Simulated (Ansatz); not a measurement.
Write the native input for Ansatz 0.2.0 that does the following.

```yaml
Task: relaxation of cell and atoms
Functional: PBEsol
Dispersion: D3(BJ)
Potentials_or_basis: Ansatz PAW
Cutoff: "420 eV (not typed: the program's choice for these potentials)"
k_mesh: 10 × 10 × 3
Occupations: fermi-dirac, width 0.05 eV
Spin: no spin polarisation
```

Crystal: MoS2.

```
Mo S
1.0
     3.16900    0.00000    0.00000
    -1.58450    2.74443    0.00000
     0.00000    0.00000   12.32400
Mo S
2 4
Direct
  0.66667 0.33333 0.75000
  0.33333 0.66667 0.25000
  0.66667 0.33333 0.37700
  0.33333 0.66667 0.87700
  0.66667 0.33333 0.12300
  0.33333 0.66667 0.62300
```

The input as run:

input.yaml

```yaml
crystal:
  lattice:
    - [3.169, 0.0, 0.0]
    - [-1.5845, 2.7444345046, 0.0]
    - [0.0, 0.0, 12.324]
  atoms:
    - { symbol: Mo, position: [0.6666666667, 0.3333333333, 0.75] }
    - { symbol: Mo, position: [0.3333333333, 0.6666666667, 0.25] }
    - { symbol: S, position: [0.6666666667, 0.3333333333, 0.377] }
    - { symbol: S, position: [0.3333333333, 0.6666666667, 0.877] }
    - { symbol: S, position: [0.6666666667, 0.3333333333, 0.123] }
    - { symbol: S, position: [0.3333333333, 0.6666666667, 0.623] }
hamiltonian:
  xc: pbesol
  pseudopotentials: { kind: paw }
  dispersion: d3bj
kpoints:
  mp_grid: { grid: [10, 10, 3] }
scf:
  occupations: { method: fermi_dirac, width: 0.05 }
output:
  forces: true
  stress: true
relax:
  f_tol: 0.01
  max_steps: 40
  cell: { stress_tol: 0.05 }
```

Potentials or basis: Ansatz PAW.

Launch:

```console
$ ansatz run input.yaml --threads 2 --pin off --max-ram 5632MiB --backend cpu --events-out ev --progress --plain --runs-dir out
```

Results of the run:

```json
{
  "Relaxed volume": "16.33 Å³/atom",
  "Relaxed cell": "a = 3.109 Å, b = 3.109 Å, c = 11.708 Å, α = 90.00°, β = 90.00°, γ = 120.00°",
  "Space group after relaxing (to 0.05 Å)": "P6_3/mmc (No. 194)",
  "Energy gained by relaxing": "24.9 meV/atom",
  "Ionic steps": "7",
  "Pressure after relaxing": "0.0 GPa",
  "Band gap on the k mesh": "0.57 eV"
}
```

Caveat: odd divisions of the mesh miss points on the zone boundary, where band edges often lie, so the gap on the mesh can be too wide; the plane-wave basis is chosen anew once the cell has moved, so the energies of steps on either side of that aren't comparable; the PAW data sets come from PBE, with cores solved anew for the run's functional, which leaves a small shift of forces and pressure.

It took 43 s on 2 threads of Intel(R) Xeon(R) Processor @ 2.50GHz (Skylake/Cascade Lake) (shared host), peak memory 0.44 GiB.
